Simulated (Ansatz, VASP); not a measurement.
# One calculation of Fe, two programs

INCAR

```
SYSTEM = Fe
ALGO = Normal ; EDIFF = 1E-6
ENCUT = 520 ; GGA = PE
ISIF = 2 ; ISMEAR = -1
ISPIN = 2 ; LASPH = .True.
LCHARG = .False. ; LMAXMIX = 4
LORBIT = 11 ; LREAL = .False.
LWAVE = .False. ; MAGMOM = 3
NBANDS = 14 ; NELM = 150
PREC = Accurate ; SIGMA = 0.05
```

KPOINTS

```
k-points
0
Gamma
  10 10 10
  0 0 0
```

Contents of POSCAR:

```
Fe
1.0
   -1.4430000000      1.4430000000      1.4430000000
    1.4430000000     -1.4430000000      1.4430000000
    1.4430000000      1.4430000000     -1.4430000000
Fe
1
Direct
    0.0000000000      0.0000000000      0.0000000000
```

File input.yaml:

```yaml
crystal:
  lattice:
    - [-1.443, 1.443, 1.443]
    - [1.443, -1.443, 1.443]
    - [1.443, 1.443, -1.443]
  atoms:
    - { symbol: Fe, position: [0.0, 0.0, 0.0], spin: 3.0 }
hamiltonian:
  xc: pbe
  pseudopotentials: { kind: paw }
magnetization:
  spin_polarized: true
kpoints:
  mp_grid: { grid: [10, 10, 10] }
scf:
  occupations: { method: fermi_dirac, width: 0.05 }
output:
  forces: true
  stress: true
  eigenvalues: true
```

Change from the starting cell: strain = 0.0.

Alike in both runs: task single point; functional PBE; k mesh 10 × 10 × 10; occupations fermi-dirac, width 0.05 eV; collinear spin, ferromagnetic start.

|  | VASP | Ansatz |
| --- | --- | --- |
| version | VASP 6.6.1 | Ansatz 0.2.0 |
| potentials or method | VASP PAW PBE potentials, release 64 (Fe) | Ansatz PAW |
| plane-wave cutoff (eV) | 520 | 420 |
| valence electrons in the cell | 8 | 16 |

Ansatz gave:

```
gap on the k mesh at the Fermi level (eV)                     : none
pressure (GPa)                                                : -11.2
net moment per atom (μB)                                      : 2.16
size of the moment on the site where the two differ most (μB) : 2.23
```

Question: Which values does VASP return?

Answer: gap on the k mesh at the Fermi level (eV): none; pressure (GPa): -11.1; net moment per atom (μB): 2.19; size of the moment on the site where the two differ most (μB): 2.20.

Site moments also hang on the region over which each program counts them. A gap of «none» marks a metal or a gap that the smearing closes. With one functional, cell and mesh, what is left measures potentials, basis and numerics. The two sets of potentials don't hold the same shells in valence.
